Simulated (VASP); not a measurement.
# CdIn2O4 (Fd-3m) in VASP: single point with PBE

Aim: the single point of CdIn2O4 with PBE.

Program: VASP 6.6.1. These are calculated values, not measurements. Logs are shortened: lines on timing, memory, paths and dates and some standing lists are left out, and cuts for length are marked.

**1. Starting point**

It takes space group Fd-3m (No. 227, cubic). Conventional cell: a = 9.112 Å, b = 9.112 Å, c = 9.112 Å, α = 90.00°, β = 90.00°, γ = 90.00°. In (site symmetry -3m) is surrounded by 6 O at 2.19 Å. O (site symmetry 3m) has 1 Cd at 2.13 Å and 3 In at 2.19 Å as nearest neighbours. Cd (site symmetry -43m) is surrounded by 4 O at 2.13 Å.

**2. Single point, PBE**

INCAR

```
SYSTEM = CdIn2O4
PREC = Accurate
ENCUT = 520
EDIFF = 1E-6
ISMEAR = -1
SIGMA = 0.1
LREAL = .False.
LASPH = .True.
NELM = 100
ALGO = Fast
ISIF = 2
LWAVE = .False.
LCHARG = .True.
GGA = PE
LELF = .True.
LVHAR = .True.
NBANDS = 75
```

KPOINTS

```
regular mesh
0
Gamma
  5 5 5
  0 0 0
```

POSCAR

```
CdIn2O4
1.0
    0.0000000000      4.5558510000      4.5558510000
    4.5558510000      0.0000000000      4.5558510000
    4.5558510000      4.5558510000      0.0000000000
In O Cd
4 8 2
Direct
    0.6250000000      0.6250000000      0.6250000000
    0.1250000000      0.6250000000      0.6250000000
    0.6250000000      0.6250000000      0.1250000000
    0.6250000000      0.1250000000      0.6250000000
    0.8650000000      0.8650000000      0.8650000000
    0.8450000000      0.3850000000      0.3850000000
    0.8650000000      0.8650000000      0.4050000000
    0.3850000000      0.8450000000      0.3850000000
    0.4050000000      0.8650000000      0.8650000000
    0.3850000000      0.3850000000      0.3850000000
    0.8650000000      0.4050000000      0.8650000000
    0.3850000000      0.3850000000      0.8450000000
    0.0000000000      0.0000000000      0.0000000000
    0.2500000000      0.2500000000      0.2500000000
```

Potentials or basis: VASP PAW PBE potentials, release 64 (In_d, O, Cd).

On the command line:

```bash
$ cat potpaw_PBE.64/In_d/POTCAR potpaw_PBE.64/O/POTCAR potpaw_PBE.64/Cd/POTCAR > POTCAR
$ mpirun -np 1 vasp_std > vasp.out
```

OUTCAR:

```text
SYSTEM = CdIn2O4
   PREC = Accurate
   ENCUT = 520
   EDIFF = 1E-6
   ISMEAR = -1
   LREAL = .False.
   LASPH = .True.
   NELM = 100
   ISIF = 2
   GGA = PE

 ion  position               nearest neighbor table
   1  0.625  0.625  0.625-   6 2.19   7 2.19   8 2.19   9 2.19  11 2.19  12 2.19   2 3.22   3 3.22
                             4 3.22   3 3.22   4 3.22   2 3.22  14 3.78  13 3.78  14 3.78  13 3.78
   2  0.125  0.625  0.625-   7 2.19  12 2.19  11 2.19   8 2.19   5 2.19  10 2.19   1 3.22   3 3.22
                             4 3.22   1 3.22   3 3.22   4 3.22  14 3.78  13 3.78  13 3.78  14 3.78
   3  0.625  0.625  0.125-   6 2.19   8 2.19   9 2.19  11 2.19  10 2.19   5 2.19   1 3.22   1 3.22
                             2 3.22   4 3.22   4 3.22   2 3.22  14 3.78  13 3.78  14 3.78  13 3.78
   4  0.625  0.125  0.625-   7 2.19  12 2.19   9 2.19   6 2.19  10 2.19   5 2.19   1 3.22   3 3.22
                             1 3.22   2 3.22   3 3.22   2 3.22  14 3.78  13 3.78  14 3.78  13 3.78
   5  0.865  0.865  0.865-  13 2.13   4 2.19   2 2.19   3 2.19
   6  0.845  0.385  0.385-  14 2.13   3 2.19   4 2.19   1 2.19
   7  0.865  0.865  0.405-  13 2.13   4 2.19   2 2.19   1 2.19
   8  0.385  0.845  0.385-  14 2.13   3 2.19   2 2.19   1 2.19
   9  0.405  0.865  0.865-  13 2.13   3 2.19   4 2.19   1 2.19
  10  0.385  0.385  0.385-  14 2.13   4 2.19   2 2.19   3 2.19
  11  0.865  0.405  0.865-  13 2.13   3 2.19   2 2.19   1 2.19
  12  0.385  0.385  0.845-  14 2.13   4 2.19   2 2.19   1 2.19
  13  0.000  0.000  0.000-   5 2.13   7 2.13   9 2.13  11 2.13   1 3.78   2 3.78   3 3.78   4 3.78
                             4 3.78   3 3.78   4 3.78   1 3.78   2 3.78   3 3.78   1 3.78   2 3.78
  14  0.250  0.250  0.250-  10 2.13   8 2.13   6 2.13  12 2.13   3 3.78   4 3.78   2 3.78   1 3.78
                             2 3.78   4 3.78   1 3.78   2 3.78   3 3.78   1 3.78   3 3.78   4 3.78

  LATTYP: Found a face centered cubic cell.
 ALAT       =     9.1117020000

  Lattice vectors:

 A1 = (   0.0000000000,   4.5558510000,   4.5558510000)
 A2 = (   4.5558510000,   0.0000000000,   4.5558510000)
 A3 = (   4.5558510000,   4.5558510000,   0.0000000000)

Analysis of symmetry for initial positions (statically):
=====================================================================
 Subroutine PRICEL returns:
 Original cell was already a primitive cell.

 Routine SETGRP: Setting up the symmetry group for a
 face centered cubic supercell.

 Subroutine GETGRP returns: Found 48 space group operations
 (whereof 24 operations were pure point group operations)
 out of a pool of 48 trial point group operations.

The static configuration has the point symmetry T_d .
 The point group associated with its full space group is O_h .

Analysis of symmetry for dynamics (positions and initial velocities):
=====================================================================
 Subroutine PRICEL returns:
 Original cell was already a primitive cell.

 Routine SETGRP: Setting up the symmetry group for a
 face centered cubic supercell.

 Subroutine GETGRP returns: Found 48 space group operations
 (whereof 24 operations were pure point group operations)
 out of a pool of 48 trial point group operations.

The dynamic configuration has the point symmetry T_d .
 The point group associated with its full space group is O_h .

 Subroutine INISYM returns: Found 48 space group operations
 (whereof 24 operations are pure point group operations),
 and found     1 'primitive' translations

----------------------------------------------------------------------------------------

                                     Primitive cell

  volume of cell :     189.1205

  direct lattice vectors                    reciprocal lattice vectors
     0.000000000  4.555851000  4.555851000    -0.109748980  0.109748980  0.109748980
     4.555851000  0.000000000  4.555851000     0.109748980 -0.109748980  0.109748980
     4.555851000  4.555851000  0.000000000     0.109748980  0.109748980 -0.109748980

  length of vectors
     6.442946272  6.442946272  6.442946272     0.190090809  0.190090809  0.190090809

  position of ions in fractional coordinates (direct lattice)
     0.625000000  0.625000000  0.625000000
     0.125000000  0.625000000  0.625000000
     0.625000000  0.625000000  0.125000000
     0.625000000  0.125000000  0.625000000
     0.865000000  0.865000000  0.865000000
     0.845000000  0.385000000  0.385000000
     0.865000000  0.865000000  0.405000000
     0.385000000  0.845000000  0.385000000
     0.405000000  0.865000000  0.865000000
     0.385000000  0.385000000  0.385000000
     0.865000000  0.405000000  0.865000000
     0.385000000  0.385000000  0.845000000
     0.000000000  0.000000000  0.000000000
     0.250000000  0.250000000  0.250000000

  ion indices of the primitive-cell ions
   primitive index   ion index
                 1           1
                 2           2
                 3           3
                 4           4
                 5           5
                 6           6
                 7           7
                 8           8
                 9           9
                10          10
                11          11
                12          12
                13          13
                14          14

----------------------------------------------------------------------------------------

 KPOINTS: regular mesh

Automatic generation of k-mesh.
 Grid dimensions read from file:
 generate k-points for:    5    5    5

 Generating k-lattice:

  Cartesian coordinates                     Fractional coordinates (reciprocal lattice)
    -0.021949796  0.021949796  0.021949796     0.200000000  0.000000000  0.000000000
     0.021949796 -0.021949796  0.021949796     0.000000000  0.200000000  0.000000000
     0.021949796  0.021949796 -0.021949796     0.000000000  0.000000000  0.200000000

  Length of vectors
     0.038018162  0.038018162  0.038018162

  Shift w.r.t. Gamma in fractional coordinates (k-lattice)
     0.000000000  0.000000000  0.000000000

 Subroutine IBZKPT returns following result:
 ===========================================

 Found     10 irreducible k-points:

 Following reciprocal coordinates:
            Coordinates               Weight
  0.000000  0.000000  0.000000      1.000000
  0.200000  0.000000  0.000000      8.000000
  0.400000  0.000000  0.000000      8.000000
  0.200000  0.200000  0.000000      6.000000
  0.400000  0.200000  0.000000     24.000000
 -0.400000  0.200000  0.000000     24.000000
 -0.200000  0.200000  0.000000     12.000000
  0.400000  0.400000  0.000000      6.000000
 -0.400000  0.400000  0.000000     12.000000
 -0.400000  0.400000  0.200000     24.000000
   k-points           NKPTS =     10   k-points in BZ     NKDIM =     10   number of bands    NBANDS=     75
   number of dos      NEDOS =    301   number of ions     NIONS =     14
   total plane-waves  NPLWV = 110592
   dimension x,y,z NGX =    48 NGY =   48 NGZ =   48
   dimension x,y,z NGXF=    96 NGYF=   96 NGZF=   96
   ions per type =               4   8   2
   NGX,Y,Z   is equivalent  to a cutoff of  12.39, 12.39, 12.39 a.u.
   NGXF,Y,Z  is equivalent  to a cutoff of  24.77, 24.77, 24.77 a.u.
 SYSTEM =  CdIn2O4
   PREC   = accura    normal or accurate (medium, high low for compatibility)
   ISTART =      0    job   : 0-new  1-cont  2-samecut
   ICHARG =      2    charge: 1-file 2-atom 10-const
   ISPIN  =      1    spin polarized calculation?
   LNONCOLLINEAR =      F non collinear calculations
   LSORBIT =      F    spin-orbit coupling
   LASPH  =      T    aspherical Exc in radial PAW
   ENCUT  =  520.0 eV  38.22 Ry    6.18 a.u.  11.98 11.98 11.98*2*pi/ulx,y,z
   NELM   =    100;   NELMIN=  2; NELMDL= -5     # of ELM steps
   EDIFF  = 0.1E-05   stopping-criterion for ELM
   LREAL  =      F    real-space projection
   EDIFFG = 0.1E-04   stopping-criterion for IOM
   NSW    =      0    number of steps for IOM
   IBRION =     -1    ionic relax: 0-MD 1-quasi-New 2-CG
   NFREE  =      0    steps in history (QN), initial steepest desc. (CG)
   ISIF   =      2    stress and relaxation
   ISYM   =      2    0-nonsym 1-usesym 2-fastsym
   POTIM  = 0.5000    time-step for ionic-motion
   TEBEG  =    0.0;   TEEND  =   0.0 temperature during run
   PSTRESS=    0.0 pullay stress
   NELECT =     124.0000    total number of electrons
   NUPDOWN=      -1.0000    fix difference up-down
   EMIN   =  10.00;   EMAX   =-10.00  energy-range for DOS
   EFERMI =   0.00;   METHOD = LEGACY
   ISMEAR =    -1;   SIGMA  =   0.10  broadening in eV -4-tet -1-fermi 0-gaus
   EFERMI_NEDOS =   21; number of points for ismear=-14 and -15
   IALGO  =     68    algorithm
   IMIX   =      4    mixing-type and parameters
     AMIX     =   0.40;   BMIX     =  1.00
     AMIX_MAG =   1.60;   BMIX_MAG =  1.00
  volume/ion in A,a.u.               =      13.51        91.16
  Fermi-wavevector in a.u.,A,eV,Ry     =   1.422228  2.687621 27.520945  2.022732
  Thomas-Fermi vector in A             =   2.542954
   LORBIT       =      0    0 simple, 1 ext, 2 COOP (PROOUT), +10 PAW based schemes
   GGA     = PE    functional components
   LHFCALC =     F    Hartree Fock is set to
   AEXX    =    0.0000 exact exchange contribution
   IVDW    =     0    specifies the selected vdW correction
   LEPSILON=     F    determine dielectric tensor
   LRPA    =     F    only Hartree local field effects (RPA)
 non-spin polarized calculation
 RMM-DIIS sequential band-by-band and
  energy-cutoff  :      520.00
  volume of cell :      189.12
 maximum number of plane-waves:      5108
   NGX = 23   NGY = 23   NGZ = 23

 number of electron     124.0000012 magnetization

 Free energy of the ion-electron system (eV)
  ---------------------------------------------------
  ext. energy  EPLUGINS =         0.00000000
  ---------------------------------------------------
  free energy    TOTEN  =       -71.11989635 eV

  energy without entropy =      -71.11906304  energy(sigma->0) =      -71.11947969

 E-fermi :   4.6534     XC(G=0): -10.9149

 val. band max:        3.8388002136   @ k =  -0.4000   0.2000   0.0000
 cond. band min:       4.9809282217   @ k =   0.0000   0.0000   0.0000
 fundamental gap:      1.1421280081
 Fermi energy:         4.6534491786

 k-point     1 :       0.0000    0.0000    0.0000
  band No.  band energies     occupation
      1     -13.6753      2.00000
      2     -13.0808      2.00000
      3     -13.0808      2.00000
      4     -13.0808      2.00000
      5     -12.7503      2.00000
      6     -12.5786      2.00000
[... 66 lines left out ...]
     73      12.7986      0.00000
     74      12.7986      0.00000

 k-point     2 :       0.2000    0.0000    0.0000
  band No.  band energies     occupation
      1     -13.6075      2.00000
      2     -13.0834      2.00000
      3     -13.0464      2.00000
      4     -13.0464      2.00000
      5     -12.8056      2.00000
      6     -12.6245      2.00000
[... 66 lines left out ...]
     73      12.7609      0.00000
     74      13.0119      0.00000

 k-point     3 :       0.4000    0.0000    0.0000
  band No.  band energies     occupation
      1     -13.4559      2.00000
      2     -13.0768      2.00000
      3     -12.9739      2.00000
      4     -12.9671      2.00000
      5     -12.9671      2.00000
      6     -12.7219      2.00000
[... 528 lines left out ...]
     73      13.6540      0.00000
     74      13.9742      0.00000

 k-point    10 :      -0.4000    0.4000    0.2000
  band No.  band energies     occupation
      1     -13.3196      2.00000
      2     -13.1248      2.00000
      3     -12.9736      2.00000
      4     -12.9479      2.00000
      5     -12.8854      2.00000
      6     -12.7969      2.00000
[... 66 lines left out ...]
     73      13.1786      0.00000
     74      13.7568      0.00000
 [bands above 74 left out]

------------------------ aborting loop because EDIFF is reached ----------------------------------------

  FORCE on cell =-STRESS in cart. coord.  units (eV):
  Direction    XX          YY          ZZ          XY          YZ          ZX
  --------------------------------------------------------------------------------------
  -------------------------------------------------------------------------------------
  Total       11.7184856     11.7184856     11.7184856      0.0000000     -0.0000000      0.0000000
  in kB       99.2758331     99.2758331     99.2758331      0.0000000     -0.0000000      0.0000000
  external PRESSURE =      99.2758331 kB  Pullay stress =       0.0000000 kB

 VOLUME and BASIS-vectors are now :
 -----------------------------------------------------------------------------
  energy-cutoff  :      520.00
  volume of cell :      189.12
      direct lattice vectors                 reciprocal lattice vectors
     0.000000000  4.555851000  4.555851000    -0.109748980  0.109748980  0.109748980
     4.555851000  0.000000000  4.555851000     0.109748980 -0.109748980  0.109748980
     4.555851000  4.555851000  0.000000000     0.109748980  0.109748980 -0.109748980

 POSITION                                       TOTAL-FORCE (eV/Angst)
 -----------------------------------------------------------------------------------
      5.69481      5.69481      5.69481        -0.000000     -0.000000     -0.000000
      5.69481      3.41689      3.41689        -0.000000     -0.000000     -0.000000
      3.41689      3.41689      5.69481        -0.000000     -0.000000     -0.000000
      3.41689      5.69481      3.41689        -0.000000     -0.000000     -0.000000
      7.88162      7.88162      7.88162        -0.487239     -0.487239     -0.487239
      3.50801      5.60370      5.60370         0.487239     -0.487239     -0.487239
      5.78593      5.78593      7.88162         0.487239      0.487239     -0.487239
      5.60370      3.50801      5.60370        -0.487239      0.487239     -0.487239
      7.88162      5.78593      5.78593        -0.487239      0.487239      0.487239
      3.50801      3.50801      3.50801         0.487239      0.487239      0.487239
      5.78593      7.88162      5.78593         0.487239     -0.487239      0.487239
      5.60370      5.60370      3.50801        -0.487239     -0.487239      0.487239
      0.00000      0.00000      0.00000        -0.000000     -0.000000     -0.000000
      2.27793      2.27793      2.27793        -0.000000     -0.000000     -0.000000
 -----------------------------------------------------------------------------------
    total drift:                                0.000000     -0.000000      0.000000

  FREE ENERGIE OF THE ION-ELECTRON SYSTEM (eV)
  ---------------------------------------------------
  free  energy   TOTEN  =       -71.1198963502 eV

  energy  without entropy=      -71.1190630381  energy(sigma->0) =      -71.11947969
```

It took 3.1 min on 1 thread of AMD EPYC 9R45 (Zen 5), shared host; peak memory 0.35 GiB.

Results:

```yaml
Free_energy: -71.1199 eV
Pressure: 9.9 GPa
Largest_force: 0.844 eV/Å
Band_gap_on_the_k_mesh: 1.14 eV, indirect (least direct gap 1.21 eV)
```

Forces in eV/Å, atoms in the order of the input:
```
In   0.000  0.000  0.000
In   0.000  0.000  0.000
In   0.000  0.000  0.000
In   0.000  0.000  0.000
O   -0.487 -0.487 -0.487
O    0.487 -0.487 -0.487
O    0.487  0.487 -0.487
O   -0.487  0.487 -0.487
O   -0.487  0.487  0.487
O    0.487  0.487  0.487
O    0.487 -0.487  0.487
O   -0.487 -0.487  0.487
Cd   0.000  0.000  0.000
Cd   0.000  0.000  0.000
```

Levels at points of the mesh, in eV from the valence-band top:
```csv
k point,band 58,band 59,band 60,band 61,band 62,band 63,band 64,band 65,band 66,band 67
"(0.00, 0.00, 0.00)",-0.16,-0.16,-0.16,-0.06,-0.06,1.14,5.32,5.65,5.65,5.65
```

Caveat: spin-orbit coupling is left out, which moves the levels of the heavy elements; an odd mesh through Γ misses points on the zone boundary, where band edges often lie. Expect the measured gap to be larger: semilocal functionals such as PBE lack the derivative discontinuity.
